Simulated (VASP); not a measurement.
# LiF (P6_3mc) in VASP: a series of runs

One crystal, LiF, is run at these levels: r2SCAN, PBE; tasks: single point.

Program: VASP 6.6.1. These are calculated values, not measurements. Logs are shortened: lines on timing, memory, paths and dates and some standing lists are left out, and cuts for length are marked.

## (1) The cell of the first run

It takes space group P6_3mc (No. 186, hexagonal). Conventional cell: a = 3.081 Å, b = 3.081 Å, c = 4.999 Å, α = 90.00°, β = 90.00°, γ = 120.00°. Li (site symmetry 3m) has 4 F at 1.88 to 1.90 Å as nearest neighbours. F (site symmetry 3m) is surrounded by 4 Li at 1.88 to 1.90 Å.

The cell was built by a generator and needn't be a form met in nature.

## (2) Single point, r2SCAN (uniaxial_z strain +4.5%)

POSCAR reads:

```
LiF
1.0
    3.0810126435      0.0000000000      0.0000000000
   -1.5405063218      2.6682352187      0.0000000000
    0.0000000000      0.0000000000      4.9987692524
Li F
2 2
Direct
    0.3333333333      0.6666666667     -0.0022225263
    0.6666666667      0.3333333333      0.4977774737
    0.3333333333      0.6666666667      0.3772225263
    0.6666666667      0.3333333333      0.8772225263
```

INCAR.step1 reads:

```
SYSTEM = LiF
PREC = Accurate
ENCUT = 520
ISMEAR = 0
SIGMA = 0.01
LREAL = .False.
LASPH = .True.
NELM = 100
NBANDS = 18
GGA = PE
ALGO = Normal
EDIFF = 1E-4
LWAVE = .True.
LCHARG = .False.
```

INCAR.step2 reads:

```
SYSTEM = LiF
PREC = Accurate
ENCUT = 520
EDIFF = 1E-6
ISMEAR = 0
SIGMA = 0.01
LREAL = .False.
LASPH = .True.
NELM = 100
ALGO = Normal
ISIF = 2
LWAVE = .False.
LCHARG = .False.
METAGGA = R2SCAN
LMIXTAU = .True.
NBANDS = 18
ISTART = 1
```

KPOINTS reads:

```
regular mesh
0
Gamma
  12 12 6
  0 0 0
```

Potentials or basis: VASP PAW PBE potentials, release 64 (Li_sv, F).

Run with:

```
$ cat potpaw_PBE.64/Li_sv/POTCAR potpaw_PBE.64/F/POTCAR > POTCAR
$ cp INCAR.step1 INCAR
$ mpirun -np 1 vasp_std > vasp.out
$ cp INCAR.step2 INCAR
$ mpirun -np 1 vasp_std > vasp.out
```

OUTCAR:

```text
SYSTEM = LiF
   PREC = Accurate
   ENCUT = 520
   EDIFF = 1E-6
   ISMEAR = 0
   LREAL = .False.
   LASPH = .True.
   NELM = 100
   ISIF = 2
   METAGGA = R2SCAN
   ISTART = 1

 ion  position               nearest neighbor table
   1  0.333  0.667  0.998-   4 1.88   4 1.88   4 1.88   3 1.90
   2  0.667  0.333  0.498-   3 1.88   3 1.88   3 1.88   4 1.90
   3  0.333  0.667  0.377-   2 1.88   2 1.88   2 1.88   1 1.90
   4  0.667  0.333  0.877-   1 1.88   1 1.88   1 1.88   2 1.90

  LATTYP: Found a hexagonal cell.
 ALAT       =     3.0810126435
 C/A-ratio  =     1.6224436024

  Lattice vectors:

 A1 = (   3.0810126435,   0.0000000000,   0.0000000000)
 A2 = (  -1.5405063218,   2.6682352187,   0.0000000000)
 A3 = (   0.0000000000,   0.0000000000,   4.9987692524)

Analysis of symmetry for initial positions (statically):
=====================================================================
 Subroutine PRICEL returns:
 Original cell was already a primitive cell.

 Routine SETGRP: Setting up the symmetry group for a
 hexagonal supercell.

 Subroutine GETGRP returns: Found 12 space group operations
 (whereof  6 operations were pure point group operations)
 out of a pool of 24 trial point group operations.

The static configuration has the point symmetry C_3v.
 The point group associated with its full space group is C_6v.

Analysis of symmetry for dynamics (positions and initial velocities):
=====================================================================
 Subroutine PRICEL returns:
 Original cell was already a primitive cell.

 Routine SETGRP: Setting up the symmetry group for a
 hexagonal supercell.

 Subroutine GETGRP returns: Found 12 space group operations
 (whereof  6 operations were pure point group operations)
 out of a pool of 24 trial point group operations.

The dynamic configuration has the point symmetry C_3v.
 The point group associated with its full space group is C_6v.

 Subroutine INISYM returns: Found 12 space group operations
 (whereof  6 operations are pure point group operations),
 and found     1 'primitive' translations

----------------------------------------------------------------------------------------

                                     Primitive cell

  volume of cell :      41.0942

  direct lattice vectors                    reciprocal lattice vectors
     3.081012643  0.000000000  0.000000000     0.324568613  0.187389776  0.000000000
    -1.540506322  2.668235219  0.000000000     0.000000000  0.374779552  0.000000000
     0.000000000  0.000000000  4.998769252     0.000000000  0.000000000  0.200049242

  length of vectors
     3.081012643  3.081012644  4.998769252     0.374779552  0.374779552  0.200049242

  position of ions in fractional coordinates (direct lattice)
     0.333333333  0.666666667  0.997777474
     0.666666667  0.333333333  0.497777474
     0.333333333  0.666666667  0.377222526
     0.666666667  0.333333333  0.877222526

  ion indices of the primitive-cell ions
   primitive index   ion index
                 1           1
                 2           2
                 3           3
                 4           4

----------------------------------------------------------------------------------------

 KPOINTS: regular mesh

Automatic generation of k-mesh.
 Grid dimensions read from file:
 generate k-points for:   12   12    6

 Generating k-lattice:

  Cartesian coordinates                     Fractional coordinates (reciprocal lattice)
     0.027047384  0.015615815  0.000000000     0.083333333  0.000000000  0.000000000
     0.000000000  0.031231629  0.000000000     0.000000000  0.083333333  0.000000000
     0.000000000  0.000000000  0.033341540     0.000000000  0.000000000  0.166666667

  Length of vectors
     0.031231629  0.031231629  0.033341540

  Shift w.r.t. Gamma in fractional coordinates (k-lattice)
     0.000000000  0.000000000  0.000000000

 Subroutine IBZKPT returns following result:
 ===========================================

 Found     76 irreducible k-points:

 Following reciprocal coordinates:
            Coordinates               Weight
  0.000000  0.000000  0.000000      1.000000
  0.083333  0.000000  0.000000      6.000000
  0.166667  0.000000  0.000000      6.000000
  0.250000  0.000000  0.000000      6.000000
  0.333333  0.000000  0.000000      6.000000
  0.416667  0.000000  0.000000      6.000000
[... 16 lines left out ...]
  0.250000  0.000000  0.166667     12.000000
  0.333333  0.000000  0.166667     12.000000
 [... further k-points ...]
   k-points           NKPTS =     76   k-points in BZ     NKDIM =     76   number of bands    NBANDS=     18
   number of dos      NEDOS =    301   number of ions     NIONS =      4
   total plane-waves  NPLWV =  23040
   dimension x,y,z NGX =    24 NGY =   24 NGZ =   40
   dimension x,y,z NGXF=    48 NGYF=   48 NGZF=   80
   ions per type =               2   2
   NGX,Y,Z   is equivalent  to a cutoff of  12.95, 12.95, 13.30 a.u.
   NGXF,Y,Z  is equivalent  to a cutoff of  25.90, 25.90, 26.61 a.u.
 SYSTEM =  LiF
   PREC   = accura    normal or accurate (medium, high low for compatibility)
   ISTART =      1    job   : 0-new  1-cont  2-samecut
   ICHARG =      0    charge: 1-file 2-atom 10-const
   ISPIN  =      1    spin polarized calculation?
   LNONCOLLINEAR =      F non collinear calculations
   LSORBIT =      F    spin-orbit coupling
   LASPH  =      T    aspherical Exc in radial PAW
   ENCUT  =  520.0 eV  38.22 Ry    6.18 a.u.   5.73  5.73  9.29*2*pi/ulx,y,z
   NELM   =    100;   NELMIN=  2; NELMDL=  0     # of ELM steps
   EDIFF  = 0.1E-05   stopping-criterion for ELM
   LREAL  =      F    real-space projection
   EDIFFG = 0.1E-04   stopping-criterion for IOM
   NSW    =      0    number of steps for IOM
   IBRION =     -1    ionic relax: 0-MD 1-quasi-New 2-CG
   NFREE  =      0    steps in history (QN), initial steepest desc. (CG)
   ISIF   =      2    stress and relaxation
   ISYM   =      2    0-nonsym 1-usesym 2-fastsym
   POTIM  = 0.5000    time-step for ionic-motion
   TEBEG  =    0.0;   TEEND  =   0.0 temperature during run
   PSTRESS=    0.0 pullay stress
   NELECT =      20.0000    total number of electrons
   NUPDOWN=      -1.0000    fix difference up-down
   EMIN   =  10.00;   EMAX   =-10.00  energy-range for DOS
   EFERMI =   0.00;   METHOD = LEGACY
   ISMEAR =     0;   SIGMA  =   0.01  broadening in eV -4-tet -1-fermi 0-gaus
   EFERMI_NEDOS =   21; number of points for ismear=-14 and -15
   IALGO  =     38    algorithm
   IMIX   =      4    mixing-type and parameters
     AMIX     =   0.40;   BMIX     =  1.00
     AMIX_MAG =   1.60;   BMIX_MAG =  1.00
  volume/ion in A,a.u.               =      10.27        69.33
  Fermi-wavevector in a.u.,A,eV,Ry     =   1.287729  2.433456 22.561819  1.658247
  Thomas-Fermi vector in A             =   2.419726
   LORBIT       =      0    0 simple, 1 ext, 2 COOP (PROOUT), +10 PAW based schemes
   METAGGA = R2SCAN    functional components
   LHFCALC =     F    Hartree Fock is set to
   AEXX    =    0.0000 exact exchange contribution
   IVDW    =     0    specifies the selected vdW correction
   LEPSILON=     F    determine dielectric tensor
   LRPA    =     F    only Hartree local field effects (RPA)
 non-spin polarized calculation
 Gauss-broadening in eV      SIGMA  =   0.01
  energy-cutoff  :      520.00
  volume of cell :       41.09
 maximum number of plane-waves:      1126
 NGX is ok and might be reduce to    24
   NGX = 11   NGY = 11   NGZ = 19

 number of electron      19.9999985 magnetization

 Free energy of the ion-electron system (eV)
  ---------------------------------------------------
  ext. energy  EPLUGINS =         0.00000000
  ---------------------------------------------------
  free energy    TOTEN  =       -23.64368624 eV

  energy without entropy =      -23.64368624  energy(sigma->0) =      -23.64368624

 E-fermi :  -3.1531     XC(G=0):  -9.1915

 val. band max:       -3.3220189995   @ k =   0.0000   0.0000   0.0000
 cond. band min:       5.2181409745   @ k =   0.0000   0.0000   0.0000
 fundamental gap:      8.5401599740
 Fermi energy:        -3.1531132231

 k-point     1 :       0.0000    0.0000    0.0000
  band No.  band energies     occupation
      1     -44.9021      2.00000
      2     -44.8697      2.00000
      3     -23.7435      2.00000
      4     -23.5740      2.00000
      5      -5.2483      2.00000
      6      -3.6162      2.00000
[... 10 lines left out ...]
     17      17.9195      0.00000
     18      17.9199      0.00000

 k-point     2 :       0.0833    0.0000    0.0000
  band No.  band energies     occupation
      1     -44.9002      2.00000
      2     -44.8688      2.00000
      3     -23.7349      2.00000
      4     -23.5705      2.00000
      5      -5.2159      2.00000
      6      -3.6923      2.00000
[... 10 lines left out ...]
     17      18.0096      0.00000
     18      18.0099      0.00000

 k-point     3 :       0.1667    0.0000    0.0000
  band No.  band energies     occupation
      1     -44.8949      2.00000
      2     -44.8664      2.00000
      3     -23.7111      2.00000
      4     -23.5611      2.00000
      5      -5.1268      2.00000
      6      -3.9168      2.00000
[... 10 lines left out ...]
     17      18.0604      0.00000
     18      18.1009      0.00000

 k-point     4 :       0.2500    0.0000    0.0000
  band No.  band energies     occupation
      1     -44.8873      2.00000
      2     -44.8633      2.00000
      3     -23.6762      2.00000
      4     -23.5498      2.00000
      5      -5.0154      2.00000
      6      -4.2269      2.00000
[... 375 lines left out ...]
      4     -23.5717      2.00000
      5      -5.0284      2.00000
      6      -3.9076      2.00000
[... 10 lines left out ...]
     17      17.8519      0.00000
     18      17.8546      0.00000

 k-point    23 :       0.2500    0.0000    0.1667
  band No.  band energies     occupation
      1     -44.8857      2.00000
      2     -44.8648      2.00000
      3     -23.6681      2.00000
      4     -23.5586      2.00000
      5      -4.9446      2.00000
      6      -4.2210      2.00000
[... 10 lines left out ...]
     17      17.6526      0.00000
     18      18.1046      0.00000

 k-point    24 :       0.3333    0.0000    0.1667
  band No.  band energies     occupation
      1     -44.8780      2.00000
      2     -44.8619      2.00000
      3     -23.6317      2.00000
      4     -23.5484      2.00000
      5      -4.9553      2.00000
      6      -4.4378      2.00000
[... 10 lines left out ...]
     17      17.3448      0.00000
     18      18.4517      0.00000

 [... further k-points ...]

------------------------ aborting loop because EDIFF is reached ----------------------------------------

  FORCE on cell =-STRESS in cart. coord.  units (eV):
  Direction    XX          YY          ZZ          XY          YZ          ZX
  --------------------------------------------------------------------------------------
  -------------------------------------------------------------------------------------
  Total       -0.5189836     -0.5189836     -0.9079611      0.0000000      0.0000000      0.0000000
  in kB      -20.2340841    -20.2340841    -35.3994993      0.0000000      0.0000000      0.0000000
  external PRESSURE =     -25.2892225 kB  Pullay stress =       0.0000000 kB

 VOLUME and BASIS-vectors are now :
 -----------------------------------------------------------------------------
  energy-cutoff  :      520.00
  volume of cell :       41.09
      direct lattice vectors                 reciprocal lattice vectors
     3.081012643  0.000000000  0.000000000     0.324568613  0.187389776  0.000000000
    -1.540506322  2.668235219  0.000000000     0.000000000  0.374779552  0.000000000
     0.000000000  0.000000000  4.998769252     0.000000000  0.000000000  0.200049242

 POSITION                                       TOTAL-FORCE (eV/Angst)
 -----------------------------------------------------------------------------------
     -0.00000      1.77882      4.98766         0.000000      0.000000     -0.005506
      1.54051      0.88941      2.48827         0.000000     -0.000000     -0.005506
     -0.00000      1.77882      1.88565         0.000000      0.000000      0.005506
      1.54051      0.88941      4.38503        -0.000000      0.000000      0.005506
 -----------------------------------------------------------------------------------
    total drift:                               -0.000001     -0.000000     -0.070693

  FREE ENERGIE OF THE ION-ELECTRON SYSTEM (eV)
  ---------------------------------------------------
  free  energy   TOTEN  =       -23.6436862366 eV

  energy  without entropy=      -23.6436862366  energy(sigma->0) =      -23.64368624
```

Wall time 1.9 min (1 thread of AMD EPYC 9R45 (Zen 5), shared host); peak memory 0.15 GiB.

What came out:

* Free energy: -23.6437 eV
* Largest force: 0.006 eV/Å
* Band gap on the k mesh: 8.54 eV, direct

Forces in eV/Å, atoms in the order of the input:
```
Li   0.000  0.000 -0.006
Li   0.000  0.000 -0.006
F    0.000  0.000  0.006
F    0.000  0.000  0.006
```

Caveat: the cutoff is under 1.25 times the usual one of these potentials, so pressure, stress and relaxed cells hold a basis-set (Pulay) error; the PAW data sets were made with another functional, which shifts forces and pressure a little. A k mesh can miss the band edges.

## (3) Single point, PBE (uniaxial_z strain +4.5%)

INCAR reads:

```
SYSTEM = LiF
PREC = Accurate
ENCUT = 520
EDIFF = 1E-6
ISMEAR = -1
SIGMA = 0.02
LREAL = .FALSE.
LASPH = .TRUE.
NELM = 100
ALGO = Fast
ISIF = 2
LWAVE = .FALSE.
LCHARG = .TRUE.
GGA = PE
LELF = .TRUE.
LVHAR = .TRUE.
NBANDS = 18
```

KPOINTS reads:

```
regular mesh
0
G
  12 12 6
  0 0 0
```

POSCAR is that of step 2.

Potentials or basis: VASP PAW PBE potentials, release 64 (Li_sv, F).

Run with:

```
$ cat potpaw_PBE.64/Li_sv/POTCAR potpaw_PBE.64/F/POTCAR > POTCAR
$ mpirun -np 1 vasp_std > vasp.out
```

OUTCAR:

```text
SYSTEM = LiF
   PREC = Accurate
   ENCUT = 520
   EDIFF = 1E-6
   ISMEAR = -1
   LREAL = .FALSE.
   LASPH = .TRUE.
   NELM = 100
   ISIF = 2
   GGA = PE

 ion  position               nearest neighbor table
   1  0.333  0.667  0.998-   4 1.88   4 1.88   4 1.88   3 1.90
   2  0.667  0.333  0.498-   3 1.88   3 1.88   3 1.88   4 1.90
   3  0.333  0.667  0.377-   2 1.88   2 1.88   2 1.88   1 1.90
   4  0.667  0.333  0.877-   1 1.88   1 1.88   1 1.88   2 1.90

  LATTYP: Found a hexagonal cell.
 ALAT       =     3.0810126435
 C/A-ratio  =     1.6224436024

  Lattice vectors:

 A1 = (   3.0810126435,   0.0000000000,   0.0000000000)
 A2 = (  -1.5405063218,   2.6682352187,   0.0000000000)
 A3 = (   0.0000000000,   0.0000000000,   4.9987692524)

Analysis of symmetry for initial positions (statically):
=====================================================================
 Subroutine PRICEL returns:
 Original cell was already a primitive cell.

 Routine SETGRP: Setting up the symmetry group for a
 hexagonal supercell.

 Subroutine GETGRP returns: Found 12 space group operations
 (whereof  6 operations were pure point group operations)
[... 174 lines left out ...]
 val. band max:       -2.7020951764   @ k =   0.0000   0.0000   0.0000
 cond. band min:       5.0053521518   @ k =   0.0000   0.0000   0.0000
 fundamental gap:      7.7074473282
 Fermi energy:        -2.2288693849

 k-point     1 :       0.0000    0.0000    0.0000
  band No.  band energies     occupation
      1     -43.1509      2.00000
      2     -43.1188      2.00000
      3     -22.0057      2.00000
      4     -21.8197      2.00000
      5      -4.6608      2.00000
      6      -2.9978      2.00000
[... 481 lines left out ...]
      5      -4.3522      2.00000
      6      -3.8458      2.00000
[... 10 lines left out ...]
     17      16.5535      0.00000
     18      17.4206      0.00000

 [... further k-points ...]

------------------------ aborting loop because EDIFF is reached ----------------------------------------

  FORCE on cell =-STRESS in cart. coord.  units (eV):
  Direction    XX          YY          ZZ          XY          YZ          ZX
  --------------------------------------------------------------------------------------
  -------------------------------------------------------------------------------------
  Total        0.2326849      0.2326849     -0.1799739     -0.0000000      0.0000000      0.0000000
  in kB        9.0718984      9.0718984     -7.0168066     -0.0000000      0.0000000      0.0000000
  external PRESSURE =       3.7089967 kB  Pullay stress =       0.0000000 kB

 VOLUME and BASIS-vectors are now :
 -----------------------------------------------------------------------------
  energy-cutoff  :      520.00
  volume of cell :       41.09
      direct lattice vectors                 reciprocal lattice vectors
     3.081012643  0.000000000  0.000000000     0.324568613  0.187389776  0.000000000
    -1.540506322  2.668235219  0.000000000     0.000000000  0.374779552  0.000000000
     0.000000000  0.000000000  4.998769252     0.000000000  0.000000000  0.200049242

 POSITION                                       TOTAL-FORCE (eV/Angst)
 -----------------------------------------------------------------------------------
     -0.00000      1.77882      4.98766         0.000000      0.000000      0.002453
      1.54051      0.88941      2.48827        -0.000000     -0.000000      0.002453
     -0.00000      1.77882      1.88565         0.000000     -0.000000     -0.002453
      1.54051      0.88941      4.38503        -0.000000      0.000000     -0.002453
 -----------------------------------------------------------------------------------
    total drift:                               -0.000001     -0.000000      0.001260

  FREE ENERGIE OF THE ION-ELECTRON SYSTEM (eV)
  ---------------------------------------------------
  free  energy   TOTEN  =       -19.2947769096 eV

  energy  without entropy=      -19.2947769096  energy(sigma->0) =      -19.29477691
```

stdout:

```text
POSCAR found type information on POSCAR LiF
 POSCAR found :  2 types and       4 ions
 scaLAPACK will be used
 LDA part: xc-table for (Slater+PW92), standard interpolation
 POSCAR, INCAR and KPOINTS ok, starting setup
 FFT: planning ... GRIDC
 FFT: planning ... GRID_SOFT
 FFT: planning ... GRID
 WAVECAR not read
 entering main loop
WARNING in EDDRMM: call to ZHEGV failed, returncode =   6  3      9
```

It took 48 s on 1 thread of AMD EPYC 9R45 (Zen 5), shared host; peak memory 0.14 GiB.

Results:

```
Free energy            : -19.2948 eV
Band gap on the k mesh : 7.71 eV, direct
```

Forces in eV/Å, atoms in the order of the input:
```
Li   0.000  0.000  0.002
Li   0.000  0.000  0.002
F    0.000  0.000 -0.002
F    0.000  0.000 -0.002
```

Caveat: the cutoff is under 1.25 times the usual one of these potentials, so pressure, stress and relaxed cells hold a basis-set (Pulay) error. A k mesh can miss the band edges.
